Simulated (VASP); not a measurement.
# BaTiO3 (Pm-3m) in VASP: further runs

Runs on BaTiO3. Level: PBE. Tasks: single point.

Everything below comes from runs of VASP 6.6.1. Logs are shortened: lines on timing, memory, paths and dates and some standing lists are left out, and cuts for length are marked.

## (1) Starting point

It takes space group Pm-3m (No. 221, cubic). Conventional cell: a = 4.006 Å, b = 4.006 Å, c = 4.006 Å, α = 90.00°, β = 90.00°, γ = 90.00°. Ba (site symmetry m-3m) has 12 O at 2.83 Å as nearest neighbours. Ti (site symmetry m-3m) is surrounded by 6 O at 2.00 Å. O (site symmetry 4/mmm) is surrounded by 2 Ti at 2.00 Å.

## (2) Single point, PBE

INCAR

```
PREC = Accurate
ENCUT = 900
EDIFF = 1E-8
ISMEAR = 0
SIGMA = 0.05
LREAL = F
LASPH = T
NELM = 100
ALGO = Normal
ISIF = 2
LWAVE = F
LCHARG = F
GGA = PE
NBANDS = 28
ADDGRID = F
```

KPOINTS

```
regular mesh
0
Gamma
  8 8 8
```

POSCAR

```
BaTiO3
1.0
    4.0060000000      0.0000000000      0.0000000000
    0.0000000000      4.0060000000      0.0000000000
    0.0000000000      0.0000000000      4.0060000000
Ba Ti O
1 1 3
Direct
    0.5000000000      0.5000000000      0.5000000000
    0.0000000000      0.0000000000      0.0000000000
    0.0000000000      0.0000000000      0.5000000000
    0.0000000000      0.5000000000      0.0000000000
    0.5000000000      0.0000000000      0.0000000000
```

Potentials or basis: VASP PAW PBE potentials, release 64 (Ba_sv, Ti_sv, O).

Launch:

```bash
cat potpaw_PBE.64/Ba_sv/POTCAR potpaw_PBE.64/Ti_sv/POTCAR potpaw_PBE.64/O/POTCAR > POTCAR
mpirun -np 1 vasp_std > vasp.out
```

OUTCAR:

```text
PREC = Accurate
   ENCUT = 900
   EDIFF = 1E-8
   ISMEAR = 0
   LREAL = F
   LASPH = T
   NELM = 100
   ISIF = 2
   GGA = PE

 ion  position               nearest neighbor table
   1  0.500  0.500  0.500-   3 2.83   4 2.83   5 2.83   4 2.83   5 2.83   3 2.83   5 2.83   5 2.83
                             3 2.83   4 2.83   4 2.83   3 2.83   2 3.47   2 3.47   2 3.47   2 3.47
   2  0.000  0.000  0.000-   3 2.00   4 2.00   5 2.00   3 2.00   4 2.00   5 2.00   1 3.47   1 3.47
                             1 3.47   1 3.47   1 3.47   1 3.47   1 3.47   1 3.47
   3  0.000  0.000  0.500-   2 2.00   2 2.00   1 2.83   1 2.83   1 2.83   1 2.83
   4  0.000  0.500  0.000-   2 2.00   2 2.00   1 2.83   1 2.83   1 2.83   1 2.83
   5  0.500  0.000  0.000-   2 2.00   2 2.00   1 2.83   1 2.83   1 2.83   1 2.83

  LATTYP: Found a simple cubic cell.
 ALAT       =     4.0060000000

  Lattice vectors:

 A1 = (   4.0060000000,   0.0000000000,   0.0000000000)
 A2 = (   0.0000000000,   4.0060000000,   0.0000000000)
 A3 = (   0.0000000000,   0.0000000000,   4.0060000000)

Analysis of symmetry for initial positions (statically):
=====================================================================
 Subroutine PRICEL returns:
 Original cell was already a primitive cell.

 Routine SETGRP: Setting up the symmetry group for a
 simple cubic supercell.

 Subroutine GETGRP returns: Found 48 space group operations
 (whereof 48 operations were pure point group operations)
 out of a pool of 48 trial point group operations.

The static configuration has the point symmetry O_h .

Analysis of symmetry for dynamics (positions and initial velocities):
=====================================================================
 Subroutine PRICEL returns:
 Original cell was already a primitive cell.

 Routine SETGRP: Setting up the symmetry group for a
 simple cubic supercell.

 Subroutine GETGRP returns: Found 48 space group operations
 (whereof 48 operations were pure point group operations)
 out of a pool of 48 trial point group operations.

The dynamic configuration has the point symmetry O_h .

 Subroutine INISYM returns: Found 48 space group operations
 (whereof 48 operations are pure point group operations),
 and found     1 'primitive' translations

----------------------------------------------------------------------------------------

                                     Primitive cell

  volume of cell :      64.2884

  direct lattice vectors                    reciprocal lattice vectors
     4.006000000  0.000000000  0.000000000     0.249625562  0.000000000  0.000000000
     0.000000000  4.006000000  0.000000000     0.000000000  0.249625562  0.000000000
     0.000000000  0.000000000  4.006000000     0.000000000  0.000000000  0.249625562

  length of vectors
     4.006000000  4.006000000  4.006000000     0.249625562  0.249625562  0.249625562

  position of ions in fractional coordinates (direct lattice)
     0.500000000  0.500000000  0.500000000
     0.000000000  0.000000000  0.000000000
     0.000000000  0.000000000  0.500000000
     0.000000000  0.500000000  0.000000000
     0.500000000  0.000000000  0.000000000

  ion indices of the primitive-cell ions
   primitive index   ion index
                 1           1
                 2           2
                 3           3
                 4           4
                 5           5

----------------------------------------------------------------------------------------

 KPOINTS: regular mesh

Automatic generation of k-mesh.
 Grid dimensions read from file:
 generate k-points for:    8    8    8

 Generating k-lattice:

  Cartesian coordinates                     Fractional coordinates (reciprocal lattice)
     0.031203195  0.000000000  0.000000000     0.125000000  0.000000000  0.000000000
     0.000000000  0.031203195  0.000000000     0.000000000  0.125000000  0.000000000
     0.000000000  0.000000000  0.031203195     0.000000000  0.000000000  0.125000000

  Length of vectors
     0.031203195  0.031203195  0.031203195

  Shift w.r.t. Gamma in fractional coordinates (k-lattice)
     0.000000000  0.000000000  0.000000000

 Subroutine IBZKPT returns following result:
 ===========================================

 Found     35 irreducible k-points:

 Following reciprocal coordinates:
            Coordinates               Weight
  0.000000  0.000000  0.000000      1.000000
  0.125000  0.000000  0.000000      6.000000
  0.250000  0.000000  0.000000      6.000000
  0.375000  0.000000  0.000000      6.000000
  0.500000  0.000000  0.000000      3.000000
  0.125000  0.125000  0.000000     12.000000
[... 16 lines left out ...]
  0.375000  0.375000  0.125000     24.000000
  0.500000  0.375000  0.125000     24.000000
 [... further k-points ...]
   k-points           NKPTS =     35   k-points in BZ     NKDIM =     35   number of bands    NBANDS=     28
   number of dos      NEDOS =    301   number of ions     NIONS =      5
   total plane-waves  NPLWV =  64000
   dimension x,y,z NGX =    40 NGY =   40 NGZ =   40
   dimension x,y,z NGXF=    80 NGYF=   80 NGZF=   80
   ions per type =               1   1   3
   NGX,Y,Z   is equivalent  to a cutoff of  16.60, 16.60, 16.60 a.u.
   NGXF,Y,Z  is equivalent  to a cutoff of  33.20, 33.20, 33.20 a.u.
 SYSTEM =  unknown system
   PREC   = accura    normal or accurate (medium, high low for compatibility)
   ISTART =      0    job   : 0-new  1-cont  2-samecut
   ICHARG =      2    charge: 1-file 2-atom 10-const
   ISPIN  =      1    spin polarized calculation?
   LNONCOLLINEAR =      F non collinear calculations
   LSORBIT =      F    spin-orbit coupling
   LASPH  =      T    aspherical Exc in radial PAW
   ENCUT  =  900.0 eV  66.15 Ry    8.13 a.u.   9.80  9.80  9.80*2*pi/ulx,y,z
   NELM   =    100;   NELMIN=  2; NELMDL= -5     # of ELM steps
   EDIFF  = 0.1E-07   stopping-criterion for ELM
   LREAL  =      F    real-space projection
   EDIFFG = 0.1E-06   stopping-criterion for IOM
   NSW    =      0    number of steps for IOM
   IBRION =     -1    ionic relax: 0-MD 1-quasi-New 2-CG
   NFREE  =      0    steps in history (QN), initial steepest desc. (CG)
   ISIF   =      2    stress and relaxation
   ISYM   =      2    0-nonsym 1-usesym 2-fastsym
   POTIM  = 0.5000    time-step for ionic-motion
   TEBEG  =    0.0;   TEEND  =   0.0 temperature during run
   PSTRESS=    0.0 pullay stress
   NELECT =      40.0000    total number of electrons
   NUPDOWN=      -1.0000    fix difference up-down
   EMIN   =  10.00;   EMAX   =-10.00  energy-range for DOS
   EFERMI =   0.00;   METHOD = LEGACY
   ISMEAR =     0;   SIGMA  =   0.05  broadening in eV -4-tet -1-fermi 0-gaus
   EFERMI_NEDOS =   21; number of points for ismear=-14 and -15
   IALGO  =     38    algorithm
   IMIX   =      4    mixing-type and parameters
     AMIX     =   0.40;   BMIX     =  1.00
     AMIX_MAG =   1.60;   BMIX_MAG =  1.00
  volume/ion in A,a.u.               =      12.86        86.77
  Fermi-wavevector in a.u.,A,eV,Ry     =   1.397603  2.641087 26.576187  1.953295
  Thomas-Fermi vector in A             =   2.520843
   LORBIT       =      0    0 simple, 1 ext, 2 COOP (PROOUT), +10 PAW based schemes
   GGA     = PE    functional components
   LHFCALC =     F    Hartree Fock is set to
   AEXX    =    0.0000 exact exchange contribution
   IVDW    =     0    specifies the selected vdW correction
   LEPSILON=     F    determine dielectric tensor
   LRPA    =     F    only Hartree local field effects (RPA)
 non-spin polarized calculation
 Gauss-broadening in eV      SIGMA  =   0.05
  energy-cutoff  :      900.00
  volume of cell :       64.29
 maximum number of plane-waves:      3956
 NGX is ok and might be reduce to    40
   NGX = 19   NGY = 19   NGZ = 19

 number of electron      40.0000004 magnetization

 Free energy of the ion-electron system (eV)
  ---------------------------------------------------
  ext. energy  EPLUGINS =         0.00000000
  ---------------------------------------------------
  free energy    TOTEN  =       -39.99192482 eV

  energy without entropy =      -39.99192482  energy(sigma->0) =      -39.99192482

 E-fermi :   4.1265     XC(G=0): -11.2458

 val. band max:        3.8092761486   @ k =   0.5000   0.5000   0.5000
 cond. band min:       5.5510120306   @ k =   0.0000   0.0000   0.0000
 fundamental gap:      1.7417358821
 Fermi energy:         4.1265058219

 k-point     1 :       0.0000    0.0000    0.0000
  band No.  band energies     occupation
      1     -52.8395      2.00000
      2     -29.0486      2.00000
      3     -29.0486      2.00000
      4     -29.0486      2.00000
      5     -21.0060      2.00000
      6     -13.0742      2.00000
[... 20 lines left out ...]
     27       8.8603      0.00000
     28      11.1713      0.00000

 k-point     2 :       0.1250    0.0000    0.0000
  band No.  band energies     occupation
      1     -52.8394      2.00000
      2     -29.0562      2.00000
      3     -29.0483      2.00000
      4     -29.0483      2.00000
      5     -20.9891      2.00000
      6     -13.0813      2.00000
[... 20 lines left out ...]
     27       9.1677      0.00000
     28      11.5456      0.00000

 k-point     3 :       0.2500    0.0000    0.0000
  band No.  band energies     occupation
      1     -52.8390      2.00000
      2     -29.0744      2.00000
      3     -29.0476      2.00000
      4     -29.0476      2.00000
      5     -20.9478      2.00000
      6     -13.1442      2.00000
[... 20 lines left out ...]
     27       9.9776      0.00000
     28      12.1700      0.00000

 k-point     4 :       0.3750    0.0000    0.0000
  band No.  band energies     occupation
      1     -52.8387      2.00000
      2     -29.0926      2.00000
      3     -29.0469      2.00000
      4     -29.0469      2.00000
      5     -20.9057      2.00000
      6     -13.2479      2.00000
[... 20 lines left out ...]
     27      10.9347      0.00000
     28      12.0501      0.00000

 k-point     5 :       0.5000    0.0000    0.0000
  band No.  band energies     occupation
      1     -52.8385      2.00000
      2     -29.1000      2.00000
      3     -29.0466      2.00000
      4     -29.0466      2.00000
      5     -20.8881      2.00000
      6     -13.2970      2.00000
[... 20 lines left out ...]
     27      11.3976      0.00000
     28      11.9996      0.00000

 k-point     6 :       0.1250    0.1250    0.0000
  band No.  band energies     occupation
      1     -52.8392      2.00000
      2     -29.0561      2.00000
      3     -29.0557      2.00000
      4     -29.0480      2.00000
      5     -20.9731      2.00000
      6     -13.0745      2.00000
[... 463 lines left out ...]
      5     -20.8542      2.00000
      6     -12.9587      2.00000
[... 20 lines left out ...]
     27      11.8913      0.00000
     28      12.3552      0.00000

 k-point    22 :       0.5000    0.2500    0.1250
  band No.  band energies     occupation
      1     -52.8379      2.00000
      2     -29.0980      2.00000
      3     -29.0715      2.00000
      4     -29.0531      2.00000
      5     -20.8402      2.00000
      6     -12.9647      2.00000
[... 20 lines left out ...]
     27      12.1521      0.00000
     28      12.3108      0.00000

 k-point    23 :       0.3750    0.3750    0.1250
  band No.  band energies     occupation
      1     -52.8377      2.00000
      2     -29.0897      2.00000
      3     -29.0894      2.00000
      4     -29.0527      2.00000
      5     -20.8257      2.00000
      6     -12.8044      2.00000
[... 20 lines left out ...]
     27      12.0595      0.00000
     28      12.6815      0.00000

 k-point    24 :       0.5000    0.3750    0.1250
  band No.  band energies     occupation
      1     -52.8375      2.00000
      2     -29.0969      2.00000
      3     -29.0891      2.00000
      4     -29.0524      2.00000
      5     -20.8137      2.00000
      6     -12.7488      2.00000
[... 20 lines left out ...]
     27      11.9950      0.00000
     28      12.8027      0.00000

 [... further k-points ...]
[... 5 lines left out ...]
  --------------------------------------------------------------------------------------
  -------------------------------------------------------------------------------------
  Total        1.4123332      1.4123332      1.4123332      0.0000000     -0.0000000     -0.0000000
  in kB       35.1977506     35.1977506     35.1977506      0.0000000     -0.0000000     -0.0000000
  external PRESSURE =      35.1977506 kB  Pullay stress =       0.0000000 kB

 VOLUME and BASIS-vectors are now :
 -----------------------------------------------------------------------------
  energy-cutoff  :      900.00
  volume of cell :       64.29
      direct lattice vectors                 reciprocal lattice vectors
     4.006000000  0.000000000  0.000000000     0.249625562  0.000000000  0.000000000
     0.000000000  4.006000000  0.000000000     0.000000000  0.249625562  0.000000000
     0.000000000  0.000000000  4.006000000     0.000000000  0.000000000  0.249625562

 POSITION                                       TOTAL-FORCE (eV/Angst)
 -----------------------------------------------------------------------------------
      2.00300      2.00300      2.00300         0.000000      0.000000      0.000000
      0.00000      0.00000      0.00000         0.000000      0.000000      0.000000
      0.00000      0.00000      2.00300         0.000000      0.000000      0.000000
      0.00000      2.00300      0.00000         0.000000      0.000000      0.000000
      2.00300      0.00000      0.00000         0.000000      0.000000      0.000000
 -----------------------------------------------------------------------------------
    total drift:                                0.000000      0.000000     -0.000000

  FREE ENERGIE OF THE ION-ELECTRON SYSTEM (eV)
  ---------------------------------------------------
  free  energy   TOTEN  =       -39.9919248162 eV

  energy  without entropy=      -39.9919248162  energy(sigma->0) =      -39.99192482
```

It took 80 s on 1 thread of Intel Xeon 6975P-C (Granite Rapids), shared host; peak memory 0.33 GiB.

Results:

| Item | Value |
| --- | --- |
| Free energy | -39.9919 eV |
| Pressure | 3.5 GPa |
| Band gap on the k mesh | 1.74 eV, indirect (least direct gap 1.89 eV) |

Caveat: spin-orbit coupling is left out, which moves the levels of the heavy elements. Expect the measured gap to be larger: semilocal functionals such as PBE lack the derivative discontinuity.

## (3) Single point, PBE

INCAR, as its differences from that of step 2:

```diff
@@ -1,4 +1,4 @@
 PREC = Accurate
-ENCUT = 900
-EDIFF = 1E-8
+ENCUT = 520
+EDIFF = 1E-7
 ISMEAR = 0
```

KPOINTS

```
regular mesh
0
Gamma
  7 7 7
```

POSCAR is that of step 2.

Potentials or basis: VASP PAW PBE potentials, release 64 (Ba_sv, Ti_sv, O).

Launch:

```bash
cat potpaw_PBE.64/Ba_sv/POTCAR potpaw_PBE.64/Ti_sv/POTCAR potpaw_PBE.64/O/POTCAR > POTCAR
mpirun -np 1 vasp_std > vasp.out
```

It took 20 s on 1 thread of Intel Xeon 6975P-C (Granite Rapids), shared host; peak memory 0.18 GiB.

The run converged, but some of its settings lie outside the range that counts as converged, so its numbers aren't taken as properties of the crystal.

What came out:

```
Free energy            : -39.9707 eV
Pressure               : 3.4 GPa
Band gap on the k mesh : 1.80 eV, indirect (least direct gap 1.89 eV)
```

Caveat: spin-orbit coupling is left out, which moves the levels of the heavy elements; an odd mesh through Γ misses points on the zone boundary, where band edges often lie.

## (4) Single point, PBE

INCAR is that of step 3.

KPOINTS

```
regular mesh
0
Gamma
  8 8 8
```

POSCAR is that of step 3.

Launch:

```bash
cat potpaw_PBE.64/Ba_sv/POTCAR potpaw_PBE.64/Ti_sv/POTCAR potpaw_PBE.64/O/POTCAR > POTCAR
mpirun -np 1 vasp_std > vasp.out
```

Run time: 32 s. Hardware: 1 thread of Intel Xeon 6975P-C (Granite Rapids), shared host; peak memory 0.21 GiB.

These settings aren't checked as converged: the numbers below hold their error.

What came out:

| Item | Value |
| --- | --- |
| Free energy | -39.9708 eV |
| Pressure | 3.4 GPa |
| Band gap on the k mesh | 1.74 eV, indirect (least direct gap 1.89 eV) |

Caveat: spin-orbit coupling is left out, which moves the levels of the heavy elements.

## (5) For comparison

An earlier run on the cell as given: functional PBEsol; potentials or basis VASP PAW PBE potentials, release 64 (Ba_sv, Ti_sv, O); cutoff 520 eV; k mesh 7 × 7 × 7; occupations fermi-dirac, width 0.05 eV; no spin polarisation.

* Pressure: -2.8 GPa
* Band gap on the k mesh: 1.76 eV, indirect (least direct gap 1.84 eV)
